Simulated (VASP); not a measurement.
S:

```
CELL_PARAMETERS angstrom
7.84837 0.00000 0.00000
-3.92419 6.79689 0.00000
0.00000 0.00000 4.37185
ATOMIC_POSITIONS crystal
S 0.10747 0.10747 0.50000
S 0.44971 0.68979 0.73359
S 0.68979 0.44971 0.26641
S 0.89253 0.00000 0.16667
S 0.24008 0.55029 0.06693
S 0.31021 0.75992 0.40026
S 0.55029 0.24008 0.93307
S 0.75992 0.31021 0.59974
S 0.00000 0.89253 0.83333
```

This isn't the form of S at room conditions, which is orthorhombic, of S8 rings.

* Program: VASP 6.6.1
* Task: relaxation of cell and atoms
* Functional: PBE
* Dispersion: D3(BJ)
* Potentials or basis: VASP PAW PBE potentials, release 64 (S)
* Cutoff: 600 eV
* k mesh: 6 × 6 × 6
* Occupations: gaussian, width 0.02 eV
* Spin: no spin polarisation

At the start: pressure -0.0 GPa; volume 25.91 Å³/atom.

Task: How do energy, volume and symmetry change on relaxing?

Result: Over 19 steps the energy falls by 8.5 meV/atom and the volume is 23.39 Å³/atom (-9.8 %); space group P3_221 (No. 154, to 0.05 Å).

Step by step:
```
step  energy change (eV)  largest force (eV/Å)  pressure (GPa)  volume (Å³)
   1              0.0000                0.2314           -0.03       233.21
   2             -0.0093                0.0856           -0.97       233.06
   3             -0.0100                0.0230           -0.78       233.09
   4             -0.0226                0.0274           -0.69       230.36
   5             -0.0516                0.0352           -0.34       222.28
   6             -0.0593                0.0295            0.67       206.66
   7             -0.0654                0.0257            0.19       213.39
   8             -0.0751                0.1051           -0.22       210.38
   9             -0.0751                0.1024           -0.21       210.44
  10             -0.0733                0.1244            0.46       208.21
  11             -0.0763                0.0204            0.05       209.57
  12             -0.0764                0.0138            0.00       209.76
  13             -0.0764                0.0111            0.01       209.73
  14             -0.0764                0.0045            0.03       209.81
  15             -0.0764                0.0061            0.03       209.84
  16             -0.0765                0.0052            0.02       209.95
  17             -0.0765                0.0100           -0.02       210.22
  18             -0.0765                0.0082           -0.02       210.28
  19             -0.0765                0.0050           -0.01       210.47
```

Final structure:
```
S
1.0
     7.45722    0.00000    0.00000
    -3.72861    6.45814    0.00000
     0.00000    0.00000    4.37021
S
9
Direct
  0.11451 0.11451 0.50000
  0.45645 0.69014 0.73362
  0.69014 0.45645 0.26638
  0.88549 0.00000 0.16667
  0.23369 0.54355 0.06695
  0.30986 0.76631 0.40028
  0.54355 0.23369 0.93305
  0.76631 0.30986 0.59972
  0.00000 0.88549 0.83333
```
